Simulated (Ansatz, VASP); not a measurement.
# B26P27 (V_B): VASP beside Ansatz

Wanted: the spread between two codes on one cell, functional and k mesh. The cell is taken from a series of runs on this material, whose earlier steps may have relaxed, scaled, displaced or heated it; both programs get it as it stands.

Method: plane waves, with VASP 6.6.1 beside it; single point at r2SCAN, in Ansatz 0.2.0.

### Step 1. Set-up

The cell holds 53 atoms: 26 B and 27 P. Cell: a = 9.912 Å, b = 9.912 Å, c = 9.912 Å, α = 60.0°, β = 60.0°, γ = 60.0°. It derives from BP (BP (F-43m)). Nearest the centre at fractional (0.667, 0.333, 0.667): P37 at 2.15 Å, P46 at 2.18 Å, P38 at 2.18 Å, P40 at 2.19 Å, B25 at 3.29 Å, B3 at 3.30 Å, B18 at 3.30 Å, B5 at 3.30 Å.

Structure file:

```xyz
53
Lattice="0.0000 7.0087 7.0087 7.0087 0.0000 7.0087 7.0087 7.0087 0.0000" Properties=species:S:1:pos:R:3 pbc="T T T"
B     0.0048    7.0077    7.0061
B     2.3407    9.3434    7.0059
B    11.6865   11.6764   13.9976
B     2.3409    7.0075    9.3423
B     4.6753    9.3317    9.3408
B     7.0184   11.6818    9.3432
B     4.6763    7.0062   11.6775
B     7.0133    9.3438   11.6788
B     9.3502   11.6802   11.6784
B     0.0045    2.3347    2.3333
B     2.3380    4.6672    2.3308
B     4.6793    7.0087    2.3327
B     9.3484    9.3319    4.6677
B     4.6777    4.6706    4.6704
B     7.0143    7.0023    4.6636
B     4.6774    2.3351    7.0059
B     7.0128    4.6712    7.0055
B     9.3416    7.0132    6.9879
B    14.0055   11.6768   11.6787
B     2.3400    7.0085    4.6719
B    11.6809    9.3487   11.6735
B     2.3422    4.6733    7.0108
B     4.6709    7.0021    7.0067
B     4.6772    4.6715    9.3428
B     6.9957    7.0130    9.3343
B     9.3477    9.3517    9.3401
P     3.5106    3.5119    3.5038
P     5.8412    5.8411    3.5058
P     8.1767    8.1748    3.4976
P     5.8464    3.5004    5.8390
P     8.1759    5.8347    5.8364
P    10.5230    8.1767    5.8380
P     8.1776    3.4991    8.1702
P    10.5201    5.8377    8.1910
P    12.8552    8.1767    8.1711
P     3.5128    5.8408    5.8344
P     5.7739    8.1014    5.7669
P     8.2752   10.6011    5.7507
P     5.8438    5.8347    8.1685
P     8.2752    8.0852    8.2678
P    10.5229   10.5090    8.1710
P     8.1976    5.8374   10.5132
P    10.5230    8.1659   10.5159
P    12.8534   10.5070   10.5063
P     3.5049    8.1747    8.1693
P     5.7569   10.6021    8.2688
P     8.1784   12.8516    8.1710
P     5.8455    8.1766   10.5156
P     8.1785   10.5090   10.5155
P    10.5164   12.8467   10.5088
P     8.1786    8.1767   12.8480
P    10.5136   10.5070   12.8460
P    12.8550   12.8517   12.8475
```

### Step 2. Ansatz: single point, r2SCAN

Ansatz runs on its PAW soft_1 files.

A single point gives forces, pressure and levels at one fixed geometry, so differences don't come from the geometry; what else differs is listed under the comparison.

The input, input.yaml:

```yaml
crystal:
  checkpoint: "../qp1_M2.relax.run"
  host: checkpoint
basis:
  ecutwfc: 500
  xc_grid: 2
hamiltonian:
  xc: r2scan
  pseudopotentials: { kind: paw, azcp: { folder: soft_1 } }
kpoints:
  mp_grid: { grid: [2, 2, 2], shift: [0.5, 0.5, 0.5] }
scf:
  occupations: { method: fixed }
  max_iter: 80
output:
  forces: true
  eigenvalues: true
  charged_corrections: { defect_position: [0.666667, 0.333333, 0.666667] }
checkpoint:
  read: "../qp1_M2.relax.run"
  write: "../qp1_M2.point_neutral.run"
  compress: false
  write_wavefunctions: false
  write_every: 100000
magnetization:
  spin_polarized: true
  initial_magnetization: 1
  spin_locking: { lock_magnetization: hard }
```

The run is started by

```
> ansatz run input.yaml --threads 8 --pin off --max-ram 15073MiB --backend cpu --events-out ev --progress --plain --runs-dir out
```

Numbers of over 12 decimals in the logs are rounded to 6 here.

Log:

```text
Warning: This run holds its total moment fixed (magnetization.spin_locking.lock_magnetization: hard) and mixes its density by anderson or broyden (scf.mixing.algorithm, typed or taken by auto). Slabs with a fixed moment have converged under broyden above another state at the same moment, at the default mixing steps and at smaller ones, and under scf.lower_state_search: standard, light or off a state that such a mixer [...]
checkpoint.read: neither the saved density nor the saved orbitals are used: the state is of another total charge, and does not settle where this run's electrons and spins go. The run starts from its atoms. Which states do: the manual's quickstart, A charge series.
crystal.checkpoint: the structure is that of <dir>, a `relax` run, at its step 9: its result, under r2scan at a charge of 1 e; 53 atoms read, 1 with a starting moment; this deck's charge is 0 e; this run starts in the magnetic order that was found there; no density is read with it (checkpoint.read); crystal.structure_sha256 for this input is
Engine: ansatz 0.2.0, x86_64-unknown-linux-gnu
Pseudopotentials: kind: paw
Pseudopotential: B, paw, valence charge 3, recommended cutoff 500 eV (meta_gga), soft_1/B.paw.azcp
Pseudopotential: P, paw, valence charge 5, recommended cutoff 500 eV (meta_gga), soft_1/P.paw.azcp
Functional definition: r2SCAN
  parameter k0 = 0.174
  parameter k1 = 0.065
  parameter a1 = 4.9479
  exchange = r2scan_x(k0 = k0, k1 = k1, a1 = a1)
  correlation = r2scan_c
Crystal: 53 atoms, lattice volume = 688.559 Å³
Basis set: ecut = 500 eV, 17477 PW (Γ), exchange–correlation on 150×150×150 points (8 copies of the dense FFT grid, shifted against one another)
Bands: 160, of which v1, the nominal top of the filled ones, is band 107 counted from 1 (106 counted from 0)
Symmetry: 1 space group operations
Space group: P1 (ITA 1), of the structure as read, at distance tolerance 8.8e-5 Å
Magnetic group: BNS 1.1 (UNI 1), of the structure as read, at distance tolerance 8.8e-5 Å
k-points: 4 of 8 (time reversal used)
Non-local potential: B, projectors of the file, l = 0: 2, l = 1: 2, l = 2: 1
Non-local potential: P, projectors of the file, l = 0: 2, l = 1: 2, l = 2: 1
PAW form: soft (Blöchl's): semilocal exchange-correlation on the pseudo side does not see the compensation charge
PAW frozen core: B, regenerated for the run's functional (the file was generated under x = pbe(κ = 0.804, μ = 0.219515), c = pbe(β = 0.066725))
PAW frozen core: P, regenerated for the run's functional (the file was generated under x = pbe(κ = 0.804, μ = 0.219515), c = pbe(β = 0.066725))
PAW one-centre angular grid: B, 302 points (default); XC on 223 of its mesh's 2233 points in the sphere
PAW one-centre angular grid: P, 302 points (default); XC on 160 Gauss nodes
Initial density: superposition of atomic densities (chi_scale 0.1, normalization cell)
Starting moments: Σ|m| = 1 μB on 1 of 53 sites
Initial wavefunctions: pseudopotential atomic-orbital guess
Functional: x = r2scan, c = r2scan; τ floored in thin density (d = 2e-4 eV/Å³)
SCF iter   1: F=—  HF=-24594.465897 eV  |F-HF|=—  |Δ(HF+E_count)|=         —  Δρ=3.62e-2 (↑3.61e-2 ↓3.62e-2)  dr2=3.85e1  dr2_τ=1.06e0  dr2_m=6.09e-2  M=1.000 μB ∫|m|=1.075 μB  β_m=1.20  ethr=3.10e-3  ⟨swp⟩=5.0  Hψ=4956  notcnv=0  defer=399
preconditioner: auto → Resta (q_TF=auto, 2.244 Å⁻¹)  ε∞=4.5  [insulator: Δε(μ)=0.036 eV  Ē_g=11.037 eV  n_scr=136 (ndim 8)  ℏωp=20.7 eV  f_vac=0.000  ε∞_Penn≈4.5]
spin=Collinear: Resta preconditioning applied to the charge; magnetization (m = ρ↑ − ρ↓) channel mixes plain (no charge-response kernel on spin).
SCF iter   2: F=—  HF=-24589.603028 eV  |F-HF|=—  |Δ(HF+E_count)|=    4.86e0  Δρ=2.50e-2 (↑2.50e-2 ↓2.50e-2)  dr2=1.72e1  dr2_τ=3.45e-2  dr2_m=1.19e-3  M=1.000 μB ∫|m|=1.090 μB  β_m=1.20  ethr=3.10e-3  ⟨swp⟩=2.0  Hψ=2008  notcnv=0  defer=407  κ⁻¹=1.0e0(r=1)
SCF iter   3: F=—  HF=-24587.471362 eV  |F-HF|=—  |Δ(HF+E_count)|=    2.13e0  Δρ=9.34e-3 (↑9.29e-3 ↓9.34e-3)  dr2=2.15e0  dr2_τ=7.40e-3  dr2_m=9.92e-4  M=1.000 μB ∫|m|=1.202 μB  β_m=1.20  ethr=3.10e-3  ⟨swp⟩=2.0  Hψ=1785  notcnv=0  defer=407  κ⁻¹=6.5e-2(r=2)
SCF iter   4: F=—  HF=-24587.443454 eV  |F-HF|=—  |Δ(HF+E_count)|=   2.79e-2  Δρ=4.64e-3 (↑4.64e-3 ↓4.64e-3)  dr2=6.23e-1  dr2_τ=1.57e-3  dr2_m=1.27e-4  M=1.000 μB ∫|m|=1.260 μB  β_m=1.20  ethr=1.01e-3  ⟨swp⟩=2.1  Hψ=1526  notcnv=0  defer=410  κ⁻¹=8.4e-3(r=3)
[...]
atom   4  P      0.27357484     0.00832045    -0.01461609
  atom   5  B     -0.01220357     0.00193938     0.24771601
  atom   6  P      0.02858497    -0.02531941     0.08638877
  atom   7  B     -0.04791530     0.03647786    -0.04864400
  atom   8  P     -0.01840686     0.03947881    -0.01989672
  atom   9  B     -0.02775143     0.22401953     0.03250582
  atom  10  P      0.02044692     0.09805980    -0.03037441
  atom  11  B     -0.25937810     0.04938519     0.07179221
  atom  12  P     -0.09930394    -0.01305965    -0.02169404
  atom  13  B      0.02829034     0.02133627     0.02887128
  atom  14  P      0.03781506     0.04637186     0.03903227
  atom  15  B     -0.00698146    -0.01413781     0.01204234
  atom  16  P     -0.01166024     0.00944370    -0.25715334
  atom  17  B     -0.04265809    -0.05339386     0.04159475
  atom  18  P     -0.01837824    -0.01166174     0.03172772
  atom  19  B     -0.00765737    -0.01010482    -0.02160998
  atom  20  P     -0.01172997     0.01097115     0.26683810
  atom  21  B      0.02192052    -0.00670672     0.02446850
  atom  22  P      0.13622748     0.20591164     0.13159631
  atom  23  B     -0.00665232    -0.02763460     0.04927546
  atom  24  P     -0.27556352    -0.23266501     0.25091290
  atom  25  B      0.02794885     0.22316437    -0.02222582
  atom  26  P     -0.03035562     0.09832150     0.02096496
  atom  27  B     -0.01040325     0.02358263    -0.00819459
[...]
atom  46  P      0.02652190     0.04071392    -0.11419613
  atom  47  P      0.00713142     0.01296420     0.00876292
  atom  48  B      0.04149552    -0.05363238    -0.04287987
  atom  49  P      0.03079196    -0.01154236    -0.02068088
  atom  50  B      0.22580277    -0.03805287     0.03307921
  atom  51  P      0.08537889     0.03284406    -0.03318338
  atom  52  B      0.09865009    -0.29027847     0.10011979
  atom  53  P     -0.01898100    -0.07792619    -0.02019238
  max |Σ_I F_I| component: 2.52e-3 eV/Å
--- Band table (eV; the first three rows and the last of 8) ---
  k-point 0 ↑: bands = [... 103 lower, 7.2710, 7.2981, 7.9828, 8.5820, 8.7304, 9.8531, 9.8546, 9.8589, ... 49 higher]
  k-point 1 ↑: bands = [... 103 lower, 6.7435, 7.0792, 7.4428, 8.2469, 8.5584, 9.8034, 10.4904, 10.6246, ... 49 higher]
  k-point 2 ↑: bands = [... 103 lower, 6.7397, 7.0573, 7.5477, 8.2811, 8.4368, 9.8002, 10.4925, 10.6247, ... 49 higher]
  k-point 3 ↓: bands = [... 103 lower, 6.8383, 7.0978, 7.7393, 8.6679, 8.8457, 9.8273, 10.5038, 10.6386, ... 49 higher]
```

### Step 3. VASP: single point, r2SCAN

The same cell, functional and mesh now go to VASP, with its own data sets.

Lines of VASP's logs that name or quote its potential files are left out, and so is its time.

The input, INCAR:

```
SYSTEM = B26P27
PREC = Accurate
ENCUT = 460
EDIFF = 1E-06
NELM = 200
ISMEAR = 0
SIGMA = 0.01
LREAL = Auto
ALGO = Normal
METAGGA = R2SCAN
LASPH = .TRUE.
NBANDS = 144
ISPIN = 2
MAGMOM = -0 -0 -0 -0 0.01 0.01 0 -0 -0 -0 -0 -0 0.01 -0 0.01 -0 -0 0 -0 -0 0 0.01 0.01 -0 0 0.01 0.01 0.02 0 0 0 0 0 0 0 0.02 0.15 0.07 0 -0.01 -0 0 0.01 0 0 0.07 0 0 -0 0 0 0 0
LORBIT = 11
LWAVE = .FALSE.
LCHARG = .FALSE.
ISIF = 2
ISYM = 0
NUPDOWN = 1
GGA_COMPAT = .FALSE.
LMIXTAU = .TRUE.
KPAR = 4
```

The input, POSCAR:

```
B26P27
1.0
    0.0000000000      7.0086929125      7.0086929125
    7.0086929125      0.0000000000      7.0086929125
    7.0086929125      7.0086929125      0.0000000000
B P
26 27
Direct
    0.9994032910      0.0002315387      0.0004551609
    0.9993716335      0.0002243848      0.3337406922
    0.9978663282      0.9993049228      0.6681234294
    0.9993995461      0.3335648218      0.0004341382
    0.9985620459      0.3341803773      0.3328868564
    0.9992220693      0.3338595657      0.6675320802
    0.9992895752      0.6668592183      0.0003491661
    0.9994221797      0.6669040813      0.3337473486
    0.9993624441      0.6669138008      0.6671719433
    0.3326919906      0.0002186078      0.0004194422
    0.3324469013      0.0001181553      0.3334701506
    0.3325882117      0.0002362233      0.6674115257
    0.3318149366      0.3341678225      0.9996545851
    0.3326808503      0.3336917166      0.3337208859
    0.3318502487      0.3335502971      0.6672431362
    0.3327019189      0.6668960644      0.0004752374
    0.3327201014      0.6668266760      0.3337632611
    0.3324121900      0.6646198025      0.6682359458
    0.6670348683      0.9992809387      0.9990164518
    0.6663403238      0.0002449391      0.3336279507
    0.6664056224      0.9991728460      0.6674599897
    0.6664432405      0.3338525028      0.0003374513
    0.6661651535      0.3335498461      0.3328898337
    0.6661068215      0.6669238036      0.0004177634
    0.6671453954      0.6646791829      0.3334728984
    0.6666105315      0.6660410185      0.6676840605
    0.2500538620      0.2498721552      0.2510193425
    0.2500926653      0.2501084723      0.5833203033
    0.2493844524      0.2496572210      0.9169977918
    0.2491953145      0.5839189109      0.2502389611
    0.2493492183      0.5833854580      0.5831519440
    0.2490952213      0.5838677013      0.9175500271
    0.2490960144      0.9166319772      0.2501527112
    0.2502956499      0.9183914896      0.5826206747
    0.2491592406      0.9166889941      0.9174967465
    0.5823039106      0.2501414480      0.2510656345
    0.5774571078      0.2453639347      0.5784573590
    0.5761908837      0.2443182873      0.9363802835
    0.5820936335      0.5833933314      0.2504046096
    0.5762766529      0.6033777126      0.5773208240
    0.5819327470      0.5839118366      0.9174940627
    0.5816371878      0.9183872039      0.2512448276
    0.5820433091      0.9183585525      0.5830697061
    0.5821290278      0.9169145656      0.9170116381
    0.9159408880      0.2496597524      0.2504226569
    0.9355483932      0.2442413885      0.5771529247
    0.9162992484      0.2495333617      0.9173624306
    0.9164853915      0.5838806042      0.2501487873
    0.9164347925      0.5839197054      0.5829858390
    0.9159497787      0.5834510934      0.9170221044
    0.9164415393      0.9167078530      0.2502079566
    0.9159623781      0.9169071804      0.5831726283
    0.9163116253      0.9167743340      0.9173749385
```

The input, KPOINTS:

```
Points of the shifted mesh
8
Reciprocal
 0.2500000000  0.2500000000  0.2500000000 1
 0.2500000000  0.2500000000  0.7500000000 1
 0.2500000000  0.7500000000  0.2500000000 1
 0.2500000000  0.7500000000  0.7500000000 1
 0.7500000000  0.2500000000  0.2500000000 1
 0.7500000000  0.2500000000  0.7500000000 1
 0.7500000000  0.7500000000  0.2500000000 1
 0.7500000000  0.7500000000  0.7500000000 1
```

The projector-augmented-wave data sets are B and P (PBE family, release 64).

The run is started by

```
> mpirun -np 8 vasp_std
```

Log:

```text
[banner, memory and clock lines left out]
running    8 mpi-ranks, on    1 nodes
[...]
|                                                                             |
|           W    W    AA    RRRRR   N    N  II  N    N   GGGG   !!!           |
|           W    W   A  A   R    R  NN   N  II  NN   N  G    G  !!!           |
|           W    W  A    A  R    R  N N  N  II  N N  N  G       !!!           |
|           W WW W  AAAAAA  RRRRR   N  N N  II  N  N N  G  GGG   !            |
|           WW  WW  A    A  R   R   N   NN  II  N   NN  G    G                |
|           W    W  A    A  R    R  N    N  II  N    N   GGGG   !!!           |
|                                                                             |
|     For optimal performance we recommend to set                             |
|       NCORE = 2 up to number-of-cores-per-socket                            |
|     NCORE specifies how many cores store one orbital (NPAR=cpu/NCORE).      |
|     This setting can greatly improve the performance of VASP for DFT.       |
[...]
|                                                                             |
|     You enforced a specific xc type in the INCAR file but a different       |
|     [... a line on the potential file left out ...]
|     I HOPE YOU KNOW WHAT YOU ARE DOING!                                     |
|                                                                             |

 LDA part: xc-table for (None), standard interpolation
 POSCAR, INCAR and KPOINTS ok, starting setup
[...]
entering main loop
       N       E                     dE             d eps       ncg     rms          rms(c)
DAV:   1     0.505673029527E+03    0.50567E+03   -0.88208E+04  4608   0.122E+03
DAV:   2    -0.434320744005E+03   -0.93999E+03   -0.89000E+03  5552   0.215E+02
DAV:   3    -0.498551519134E+03   -0.64231E+02   -0.63196E+02  5704   0.530E+01
DAV:   4    -0.500114760679E+03   -0.15632E+01   -0.15505E+01  5752   0.875E+00
[...]
DAV:  20    -0.453347274045E+03   -0.11424E-04   -0.17651E-05  5448   0.866E-03    0.150E-02
DAV:  21    -0.453347277488E+03   -0.34428E-05   -0.67243E-06  5312   0.516E-03    0.330E-02
DAV:  22    -0.453347277930E+03   -0.44211E-06   -0.16045E-06  3272   0.307E-03
   1 F= -.45334728E+03 E0= -.45334728E+03  d E =-.209006E-08  mag=     1.0000
```

OUTCAR, selected parts (step 3):

```text
  FREE ENERGIE OF THE ION-ELECTRON SYSTEM (eV)
  ---------------------------------------------------
  free  energy   TOTEN  =      -453.3472779304 eV

  energy  without entropy=     -453.3472779283  energy(sigma->0) =     -453.34727793

 magnetization (x)
# of ion       s       p       d       tot
------------------------------------------
    1       -0.000  -0.000   0.000  -0.000
    2       -0.000  -0.001   0.000  -0.001
    3       -0.001  -0.005   0.000  -0.006
    4       -0.000  -0.001   0.000  -0.002
    5        0.000   0.005   0.000   0.005
    6        0.001   0.010   0.000   0.012
    7        0.000   0.000   0.000   0.000
    8        0.000  -0.000   0.000  -0.000
    9       -0.000  -0.001   0.000  -0.001
   10       -0.000  -0.001   0.000  -0.001
   11       -0.000  -0.001   0.000  -0.002
   12       -0.000  -0.001   0.000  -0.002
   13        0.000   0.005   0.000   0.005
[...]
--------------------------------------------------
tot          0.058   0.496   0.000   0.555

[... 1 further part left out ...]
```

The run ends at a pressure of -12.18 GPa, with forces up to 0.46 eV/Å.

### Step 4. Comparison

Known differences besides the potentials themselves: VASP starts from the moments at which Ansatz ended; VASP keeps PBE cores, Ansatz makes them for the functional; fixed occupations in Ansatz, narrow Gaussian smearing in VASP; the cutoff is 500 eV in Ansatz and 460 eV in VASP (PREC = Accurate, projectors in real space); site moments are counted in spheres of each program's own size. Total energies have different zeros and are not compared.

Both answers:

| quantity | Ansatz | VASP | difference |
| --- | --- | --- | --- |
| total moment, fixed by the input (μB) | 1.00 | 1.00 | 0.00 |
| moment on P37 (μB) | 0.15 | 0.21 | -0.06 |
| moment on P38 (μB) | 0.07 | 0.12 | -0.04 |
| moment on P46 (μB) | 0.07 | 0.12 | -0.05 |

Forces on 10 of the 53 atoms, those with the largest forces and the largest differences (eV/Å; atoms numbered as in POSCAR):

| atom | Ansatz x, y, z | VASP x, y, z |
| --- | --- | --- |
| B18 | 0.032, -0.038, 0.229 | 0.050, -0.083, 0.249 |
| B21 | -0.008, -0.318, -0.006 | -0.002, -0.316, 0.000 |
| B26 | 0.099, -0.290, 0.100 | 0.100, -0.301, 0.102 |
| P34 | -0.012, 0.009, -0.257 | -0.044, 0.047, -0.265 |
| P37 | 0.136, 0.206, 0.132 | 0.115, 0.180, 0.113 |
| P38 | -0.276, -0.233, 0.251 | -0.273, -0.261, 0.253 |
| P40 | -0.223, 0.266, -0.225 | -0.207, 0.300, -0.208 |
| P42 | -0.249, 0.012, -0.016 | -0.254, 0.046, -0.052 |
| P43 | -0.023, 0.348, -0.025 | -0.034, 0.358, -0.036 |
| P46 | 0.256, -0.236, -0.280 | 0.261, -0.263, -0.281 |

The forces differ by 13 meV/Å r.m.s., which is 10.7 % of the r.m.s. force of 0.117 eV/Å (both taken over all components). VASP's last cycles still show a density residual of 3e-03, so its state may not be settled.

### Step 5. What came out

```json
{"r.m.s. force difference (single point, r2SCAN)": "13 meV/Å"}
```

The r.m.s. force difference is 13 meV/Å (single point, r2SCAN), at about the 12 meV/Å picked in this series as the mark of a large difference. What causes the difference of the single point, r2SCAN pair stays open here. How closely two codes agree says nothing of how well the functional describes the real material.

[Lines on the potential files, build, host, timing and source positions are cut from VASP's logs without a mark.]

[Logs are printed without paths, hosts, clocks, repeated set-up lines and the standing remarks that a program may print on its own settings, such as how far it seeks lower states.]

[Hosts, paths, dates, database ids (printed as entryN), source tags and the programs' standing remarks are cut or masked in the printed files.]
